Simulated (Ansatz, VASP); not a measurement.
## One calculation of CuAu, two programs

```
CELL_PARAMETERS angstrom
2.71600 0.00000 0.00000
0.00000 2.71600 0.00000
0.00000 0.00000 3.67000
ATOMIC_POSITIONS crystal
Cu 0.50000 0.50000 0.50000
Au 0.00000 0.00000 0.00000
```

Change from the starting cell: strain -0.0300 x Voigt [1, 1, 0, 0, 0, 0], atoms carried along.

Alike in both runs: task single point; functional PBE; k mesh 18 × 18 × 14; occupations gaussian, width 0.15 eV; no spin polarisation.

|  | VASP | Ansatz |
| --- | --- | --- |
| version | VASP 6.6.1 | Ansatz 0.2.0 |
| potentials or method | VASP PAW PBE potentials, release 64 (Cu, Au) | scalar-relativistic, plane waves, PAW |
| plane-wave cutoff (eV) | 520 | 420 |
| valence electrons in the cell | 22 | 38 |

|  | VASP | Ansatz | Ansatz less VASP |
| --- | --- | --- | --- |
| gap on the k mesh at the Fermi level (eV) | none | none | - |
| pressure (GPa) | 19.3 | 19.6 | +0.26 |
| largest component of the traceless stress (GPa) | 2.19 | 2.29 | +0.099 |

A gap of «none» marks a metal or a gap that the smearing closes. With one functional, cell and mesh, what is left measures potentials, basis and numerics. The two sets of potentials don't hold the same shells in valence.

Caveats: so large a pressure means that the cell lies far from this level's equilibrium, or that cutoff or potentials fall short (VASP). The runs have no spin-orbit coupling, so splittings on Au are missing.
